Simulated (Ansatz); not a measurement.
# MnS: the cost of one run

Program: Ansatz 0.2.0. Level of theory: DFT LDA+U (U_eff = 5 eV on Mn d), plane waves, PAW. These are calculated values, not measurements.

### 1 The structure to begin with

The structure is cubic, space group F-43m (No. 216). The conventional cell has a = 5.600 Å, b = 5.600 Å, c = 5.600 Å, α = 90.00°, β = 90.00°, γ = 90.00°. Mn (site symmetry -43m) is surrounded by 4 S at 2.42 Å. Around S (site symmetry -43m) lie 4 Mn at 2.42 Å.

Coordinates:

```xyz
4
Lattice="0.0000 2.8000 2.8000 2.8000 0.0000 2.8000 5.6000 5.6000 0.0000" Properties=species:S:1:pos:R:3 pbc="T T T"
Mn    0.0000    0.0000    0.0000
S     4.2000    4.2000    4.2000
Mn    2.8000    2.8000    0.0000
S     7.0000    7.0000    4.2000
```

Magnetic order typed: antiferromagnetic, doubled cell 0 0 1/2.

An earlier series on this cell reached its lowest free state from «random orbitals: single harmonics, first filling», perhaps among other starts.

### 2 From atoms, default search

File input.yaml:

```yaml
crystal:
  lattice:
    - [0.0, 2.8, 2.8]
    - [2.8, 0.0, 2.8]
    - [5.6, 5.6, 0.0]
  atoms:
    - { symbol: Mn, position: [0.0, 0.0, 0.0], spin: 5.0 }
    - { symbol: S, position: [0.75, 0.75, 0.375] }
    - { symbol: Mn, position: [0.0, 0.0, 0.5], spin: -5.0 }
    - { symbol: S, position: [0.75, 0.75, 0.875] }
basis:
  ecutwfc: 420
  ecutrho_ratio: 4
kpoints:
  mp_grid: { grid: [6, 6, 6] }
hamiltonian:
  xc: lda
  hubbard:
    sites: [{ site: 0, l: d, u_eff: 5.0 }, { site: 2, l: d, u_eff: 5.0 }]
scf:
  occupations: { method: gaussian, width: 0.05 }
output:
  forces: true
  stress: true
  eigenvalues: true
  populations: true
  hubbard: { sites: [{ site: 0, l: d }, { site: 2, l: d }] }
  write_density: true
  write_potential: true
  elf: true
  volumetric_format: npy
magnetization:
  spin_polarized: true
```

Launch:

```sh
> ansatz run input.yaml --threads 2 --pin off --max-ram 3072MiB --backend cpu --events-out ev --progress --plain --runs-dir out
```

What time and memory should one allow on 2 threads of Arm Neoverse V1, shared host?

About 8.9 s, with a peak of 0.44 GiB.
